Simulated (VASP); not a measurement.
# Te (C2/m) in VASP: notebook

One crystal, Te, is run at these levels: PBE; tasks: single point.

All numbers are computed with VASP 6.6.1; they aren't measurements. Logs are shortened: lines on timing, memory, paths and dates and some standing lists are left out, and cuts for length are marked.

## 1. Starting point

It takes space group C2/m (No. 12, monoclinic). Conventional cell: a = 7.641 Å, b = 4.296 Å, c = 5.977 Å, α = 90.00°, β = 90.90°, γ = 90.00°. Te (site symmetry 2/m) is surrounded by 6 Te at 3.09 to 3.31 Å. Te (site symmetry m) is surrounded by 6 Te at 3.03 to 3.47 Å.

This isn't the form of Te at room conditions, which is trigonal, of chains.

## 2. Single point, PBE

File INCAR:

```
ADDGRID = F
ALGO = Normal
EDIFF = 1E-6
ENCUT = 650
GGA = PE
ISIF = 2
ISMEAR = 0
LASPH = T
LCHARG = F
LREAL = F
LWAVE = F
NBANDS = 16
NELM = 100
PREC = Accurate
SIGMA = 0.05
```

File KPOINTS:

```
k-points
0
Gamma
  3 3 2
```

File POSCAR:

```
Te
1.0
    3.8202894285     -2.1482026000      0.0000000000
    3.8202894285      2.1482026000      0.0000000000
   -0.0942908673      0.0000000000      5.9760906531
Te
3
Direct
    0.0000000000      0.0000000000      0.0000000000
    0.3094466100      0.3094466100      0.3388094900
    0.6905533900      0.6905533900      0.6611905100
```

Potentials or basis: VASP PAW PBE potentials, release 64 (Te).

The run is started by

```sh
cat potpaw_PBE.64/Te/POTCAR > POTCAR
mpirun -np 1 vasp_std > vasp.out
```

OUTCAR:

```text
EDIFF = 1E-6
   ENCUT = 650
   GGA = PE
   ISIF = 2
   ISMEAR = 0
   LASPH = T
   LREAL = F
   NELM = 100
   PREC = Accurate

 Found      8 irreducible k-points:

 Following reciprocal coordinates:
            Coordinates               Weight
  0.000000  0.000000  0.000000      1.000000
  0.333333 -0.000000 -0.000000      4.000000
  0.333333  0.333333  0.000000      2.000000
 -0.333333  0.333333  0.000000      2.000000
  0.000000  0.000000  0.500000      1.000000
  0.333333 -0.000000  0.500000      4.000000
   k-points           NKPTS =      8   k-points in BZ     NKDIM =      8   number of bands    NBANDS=     16
   number of dos      NEDOS =    301   number of ions     NIONS =      3
   total plane-waves  NPLWV =  64800
   dimension x,y,z NGX =    36 NGY =   36 NGZ =   50
   dimension x,y,z NGXF=    72 NGYF=   72 NGZF=  100
   ions per type =               3
   NGX,Y,Z   is equivalent  to a cutoff of  13.66, 13.66, 13.91 a.u.
   NGXF,Y,Z  is equivalent  to a cutoff of  27.31, 27.31, 27.82 a.u.
 SYSTEM =  unknown system
   PREC   = accura    normal or accurate (medium, high low for compatibility)
   ISTART =      0    job   : 0-new  1-cont  2-samecut
   ICHARG =      2    charge: 1-file 2-atom 10-const
   ISPIN  =      1    spin polarized calculation?
   LNONCOLLINEAR =      F non collinear calculations
   LSORBIT =      F    spin-orbit coupling
   LASPH  =      T    aspherical Exc in radial PAW
   ENCUT  =  650.0 eV  47.77 Ry    6.91 a.u.   9.11  9.11 12.42*2*pi/ulx,y,z
   NELM   =    100;   NELMIN=  2; NELMDL= -5     # of ELM steps
   EDIFF  = 0.1E-05   stopping-criterion for ELM
   LREAL  =      F    real-space projection
   EDIFFG = 0.1E-04   stopping-criterion for IOM
   NSW    =      0    number of steps for IOM
   IBRION =     -1    ionic relax: 0-MD 1-quasi-New 2-CG
   NFREE  =      0    steps in history (QN), initial steepest desc. (CG)
   ISIF   =      2    stress and relaxation
   ISYM   =      2    0-nonsym 1-usesym 2-fastsym
   POTIM  = 0.5000    time-step for ionic-motion
   TEBEG  =    0.0;   TEEND  =   0.0 temperature during run
   PSTRESS=    0.0 pullay stress
   NELECT =      18.0000    total number of electrons
   NUPDOWN=      -1.0000    fix difference up-down
   EMIN   =  10.00;   EMAX   =-10.00  energy-range for DOS
   EFERMI =   0.00;   METHOD = LEGACY
   ISMEAR =     0;   SIGMA  =   0.05  broadening in eV -4-tet -1-fermi 0-gaus
   EFERMI_NEDOS =   21; number of points for ismear=-14 and -15
   IALGO  =     38    algorithm
   IMIX   =      4    mixing-type and parameters
     AMIX     =   0.40;   BMIX     =  1.00
     AMIX_MAG =   1.60;   BMIX_MAG =  1.00
  volume/ion in A,a.u.               =      32.70       220.64
  Fermi-wavevector in a.u.,A,eV,Ry     =   0.930307  1.758025 11.775440  0.865470
  Thomas-Fermi vector in A             =   2.056681
   LORBIT       =      0    0 simple, 1 ext, 2 COOP (PROOUT), +10 PAW based schemes
   GGA     = PE    functional components
   LHFCALC =     F    Hartree Fock is set to
   AEXX    =    0.0000 exact exchange contribution
   IVDW    =     0    specifies the selected vdW correction
   LEPSILON=     F    determine dielectric tensor
   LRPA    =     F    only Hartree local field effects (RPA)
 non-spin polarized calculation
 Gauss-broadening in eV      SIGMA  =   0.05
  energy-cutoff  :      650.00
  volume of cell :       98.09
 maximum number of plane-waves:      3700
   NGX = 19   NGY = 19   NGZ = 25

 number of electron      18.0000000 magnetization

 Free energy of the ion-electron system (eV)
  ---------------------------------------------------
  ext. energy  EPLUGINS =         0.00000000
  ---------------------------------------------------
  free energy    TOTEN  =        -8.95701055 eV

  energy without entropy =       -8.95701005  energy(sigma->0) =       -8.95701030

 E-fermi :   6.4995     XC(G=0):  -9.2704

 val. band max:        6.3459137720   @ k =   0.0000   0.0000   0.5000
 cond. band min:       6.6520613334   @ k =   0.0000   0.0000   0.5000
 fundamental gap:      0.3061475614
 Fermi energy:         6.4994861147

 k-point     1 :       0.0000    0.0000    0.0000
  band No.  band energies     occupation
      1      -7.2065      2.00000
      2      -4.0077      2.00000
      3      -3.8801      2.00000
      4       3.7136      2.00000
      5       3.7812      2.00000
      6       4.2428      2.00000
[... 8 lines left out ...]
     15      12.5675      0.00000
     16      12.5749      0.00000

 k-point     2 :       0.3333   -0.0000   -0.0000
  band No.  band energies     occupation
      1      -6.3178      2.00000
      2      -4.4227      2.00000
      3      -3.7351      2.00000
      4       1.5241      2.00000
      5       2.0925      2.00000
      6       2.6871      2.00000
[... 8 lines left out ...]
     15      13.5212      0.00000
     16      14.5747      0.00000

 k-point     3 :       0.3333    0.3333    0.0000
  band No.  band energies     occupation
      1      -6.4095      2.00000
      2      -4.3589      2.00000
      3      -3.7559      2.00000
      4       1.4548      2.00000
      5       2.1939      2.00000
      6       2.7135      2.00000
[... 8 lines left out ...]
     15      13.6384      0.00000
     16      15.0193      0.00000

 k-point     4 :      -0.3333    0.3333    0.0000
  band No.  band energies     occupation
      1      -5.2647      2.00000
      2      -4.8744      2.00000
      3      -4.2957      2.00000
      4       2.1728      2.00000
      5       2.3568      2.00000
      6       2.8245      2.00000
[... 8 lines left out ...]
     15      11.9891      0.00000
     16      15.1584      0.00000

 k-point     5 :       0.0000    0.0000    0.5000
  band No.  band energies     occupation
      1      -6.5074      2.00000
      2      -6.1377      2.00000
      3      -1.8774      2.00000
      4       2.6988      2.00000
      5       3.7787      2.00000
      6       3.8293      2.00000
[... 8 lines left out ...]
     15      11.5211      0.00000
     16      13.6273      0.00000

 k-point     6 :       0.3333   -0.0000    0.5000
  band No.  band energies     occupation
      1      -5.7759      2.00000
      2      -5.4571      2.00000
      3      -3.3300      2.00000
      4       1.2962      2.00000
      5       2.8106      2.00000
      6       3.2794      2.00000
[... 8 lines left out ...]
     15      13.0798      0.00000
     16      13.8209      0.00000

 [... further k-points ...]

------------------------ aborting loop because EDIFF is reached ----------------------------------------

  FORCE on cell =-STRESS in cart. coord.  units (eV):
  Direction    XX          YY          ZZ          XY          YZ          ZX
  --------------------------------------------------------------------------------------
  -------------------------------------------------------------------------------------
  Total        1.2341440      2.5138586     -1.1651471      0.0000000      0.0000000     -0.5656540
  in kB       20.1584778     41.0613059    -19.0314838      0.0000000      0.0000000     -9.2393781
  external PRESSURE =      14.0627666 kB  Pullay stress =       0.0000000 kB

 VOLUME and BASIS-vectors are now :
 -----------------------------------------------------------------------------
  energy-cutoff  :      650.00
  volume of cell :       98.09
      direct lattice vectors                 reciprocal lattice vectors
     3.820289429 -2.148202600  0.000000000     0.130880136 -0.232752721  0.002065029
     3.820289429  2.148202600  0.000000000     0.130880136  0.232752721  0.002065029
    -0.094290867  0.000000000  5.976090653     0.000000000  0.000000000  0.167333472

 POSITION                                       TOTAL-FORCE (eV/Angst)
 -----------------------------------------------------------------------------------
      0.00000      0.00000      0.00000         0.000000      0.000000      0.000000
      2.33240      0.00000      2.02476        -0.283184      0.000000      0.200101
      5.21388      0.00000      3.95133         0.283184      0.000000     -0.200101
 -----------------------------------------------------------------------------------
    total drift:                               -0.000000     -0.000000     -0.000000

  FREE ENERGIE OF THE ION-ELECTRON SYSTEM (eV)
  ---------------------------------------------------
  free  energy   TOTEN  =        -8.9570105459 eV

  energy  without entropy=       -8.9570100512  energy(sigma->0) =       -8.95701030
```

OSZICAR:

```text
N       E                     dE             d eps       ncg     rms          rms(c)
DAV:   1     0.767012709164E+02    0.76701E+02   -0.74479E+03   256   0.107E+03
DAV:   2    -0.399665114327E+01   -0.80698E+02   -0.76264E+02   352   0.147E+02
DAV:   3    -0.888385038680E+01   -0.48872E+01   -0.48396E+01   288   0.379E+01
DAV:   4    -0.896260928586E+01   -0.78759E-01   -0.78739E-01   352   0.580E+00
DAV:   5    -0.896408997700E+01   -0.14807E-02   -0.14807E-02   336   0.728E-01    0.124E+01
DAV:   6    -0.895407732789E+01    0.10013E-01   -0.31025E-02   328   0.978E-01    0.767E+00
DAV:   7    -0.895705815441E+01   -0.29808E-02   -0.24970E-02   344   0.977E-01    0.390E-01
DAV:   8    -0.895701696370E+01    0.41191E-04   -0.20313E-03   328   0.266E-01    0.185E-01
DAV:   9    -0.895699013378E+01    0.26830E-04   -0.35473E-04   360   0.111E-01    0.572E-02
DAV:  10    -0.895700961186E+01   -0.19478E-04   -0.70194E-05   312   0.449E-02    0.146E-02
DAV:  11    -0.895701054589E+01   -0.93403E-06   -0.71384E-06   344   0.158E-02
   1 F= -.89570105E+01 E0= -.89570103E+01  d E =-.494728E-06
```

stdout:

```text
POSCAR found type information on POSCAR Te
 POSCAR found :  1 types and       3 ions
 scaLAPACK will be used
 LDA part: xc-table for (Slater+PW92), standard interpolation
 POSCAR, INCAR and KPOINTS ok, starting setup
 FFT: planning ... GRIDC
 FFT: planning ... GRID_SOFT
 FFT: planning ... GRID
 WAVECAR not read
 entering main loop
```

Wall time 13 s (1 thread of AMD EPYC 7R13 (Zen 3), shared host); peak memory 0.2 GiB.

These settings aren't checked as converged: the numbers below hold their error.

What came out:

| Quantity | Value |
| --- | --- |
| Free energy | -8.9570 eV |
| Pressure | 1.4 GPa |
| Largest force | 0.347 eV/Å |
| Band gap on the k mesh | none (metal or under the smearing width) |

Caveat: the k mesh is coarse (spacing up to 0.56 Å⁻¹), so the values aren't converged.

## 3. Single point, PBE

INCAR is that of step 2.

KPOINTS is that of step 2.

File POSCAR:

```
Te
1.0
    3.8202894285     -2.1482026000      0.0000000000
    3.8202894285      2.1482026000      0.0000000000
   -0.0942908673      0.0000000000      5.9760906531
Te
3
Direct
    0.0053760000      0.0030970000      0.0153300000
    0.3128830000      0.3144850000      0.3485460000
    0.7243610000      0.6723340000      0.6509690000
```

Potentials or basis: VASP PAW PBE potentials, release 64 (Te).

The run is started by

```sh
cat potpaw_PBE.64/Te/POTCAR > POTCAR
mpirun -np 1 vasp_std > vasp.out
```

OUTCAR:

```text
EDIFF = 1E-6
   ENCUT = 650
   GGA = PE
   ISIF = 2
   ISMEAR = 0
   LASPH = T
   LREAL = F
   NELM = 100
   PREC = Accurate

 Found     10 irreducible k-points:

 Following reciprocal coordinates:
            Coordinates               Weight
  0.000000  0.000000  0.000000      1.000000
  0.333333 -0.000000 -0.000000      2.000000
  0.000000 -0.333333  0.000000      2.000000
  0.333333  0.333333  0.000000      2.000000
 -0.333333  0.333333  0.000000      2.000000
  0.000000  0.000000  0.500000      1.000000
   k-points           NKPTS =     10   k-points in BZ     NKDIM =     10   number of bands    NBANDS=     16
   number of dos      NEDOS =    301   number of ions     NIONS =      3
   total plane-waves  NPLWV =  64800
   dimension x,y,z NGX =    36 NGY =   36 NGZ =   50
   dimension x,y,z NGXF=    72 NGYF=   72 NGZF=  100
   ions per type =               3
   NGX,Y,Z   is equivalent  to a cutoff of  13.66, 13.66, 13.91 a.u.
   NGXF,Y,Z  is equivalent  to a cutoff of  27.31, 27.31, 27.82 a.u.
 SYSTEM =  unknown system
   PREC   = accura    normal or accurate (medium, high low for compatibility)
   ISTART =      0    job   : 0-new  1-cont  2-samecut
   ICHARG =      2    charge: 1-file 2-atom 10-const
   ISPIN  =      1    spin polarized calculation?
[... 58 lines left out ...]
 fundamental gap:      0.3976461218
 Fermi energy:         6.5763706143

 k-point     1 :       0.0000    0.0000    0.0000
  band No.  band energies     occupation
      1      -7.3383      2.00000
      2      -4.1338      2.00000
      3      -3.6960      2.00000
      4       3.3686      2.00000
      5       3.7061      2.00000
      6       4.3106      2.00000
[... 91 lines left out ...]
      3      -1.8505      2.00000
      4       2.6675      2.00000
      5       3.4679      2.00000
      6       3.8928      2.00000
[... 8 lines left out ...]
     15      11.4987      0.00000
     16      13.4898      0.00000

 [... further k-points ...]

------------------------ aborting loop because EDIFF is reached ----------------------------------------

  FORCE on cell =-STRESS in cart. coord.  units (eV):
  Direction    XX          YY          ZZ          XY          YZ          ZX
  --------------------------------------------------------------------------------------
  -------------------------------------------------------------------------------------
  Total        1.1020291      2.2748289      0.0334607      0.1815850      0.0129051     -0.7938149
  in kB       18.0005170     37.1570004      0.5465469      2.9660048      0.2107919    -12.9661538
  external PRESSURE =      18.5680214 kB  Pullay stress =       0.0000000 kB

 VOLUME and BASIS-vectors are now :
 -----------------------------------------------------------------------------
  energy-cutoff  :      650.00
  volume of cell :       98.09
      direct lattice vectors                 reciprocal lattice vectors
     3.820289429 -2.148202600  0.000000000     0.130880136 -0.232752721  0.002065029
     3.820289429  2.148202600  0.000000000     0.130880136  0.232752721  0.002065029
    -0.094290867  0.000000000  5.976090653     0.000000000  0.000000000  0.167333472

 POSITION                                       TOTAL-FORCE (eV/Angst)
 -----------------------------------------------------------------------------------
      0.03092     -0.00490      0.09161         0.099573     -0.054326      0.165386
      2.36386      0.00344      2.08294        -0.254409      0.203098     -0.160013
      5.27440     -0.11176      3.89025         0.154836     -0.148772     -0.005373
 -----------------------------------------------------------------------------------
    total drift:                               -0.000002      0.000006      0.000065

  FREE ENERGIE OF THE ION-ELECTRON SYSTEM (eV)
  ---------------------------------------------------
  free  energy   TOTEN  =        -8.9868809779 eV

  energy  without entropy=       -8.9832203415  energy(sigma->0) =       -8.98505066
```

stdout:

```text
POSCAR found type information on POSCAR Te
 POSCAR found :  1 types and       3 ions
 scaLAPACK will be used
 LDA part: xc-table for (Slater+PW92), standard interpolation
 POSCAR, INCAR and KPOINTS ok, starting setup
 FFT: planning ... GRIDC
 FFT: planning ... GRID_SOFT
 FFT: planning ... GRID
 WAVECAR not read
 entering main loop
```

Wall time 17 s (1 thread of AMD EPYC 7R13 (Zen 3), shared host); peak memory 0.2 GiB.

These settings aren't checked as converged: the numbers below hold their error.

What came out:

```
Free energy            : -8.9869 eV
Pressure               : 1.9 GPa
Largest force          : 0.363 eV/Å
Band gap on the k mesh : none (metal or under the smearing width)
```

Caveat: the k mesh is coarse (spacing up to 0.56 Å⁻¹), so the values aren't converged.

[end of part 1 of 2]
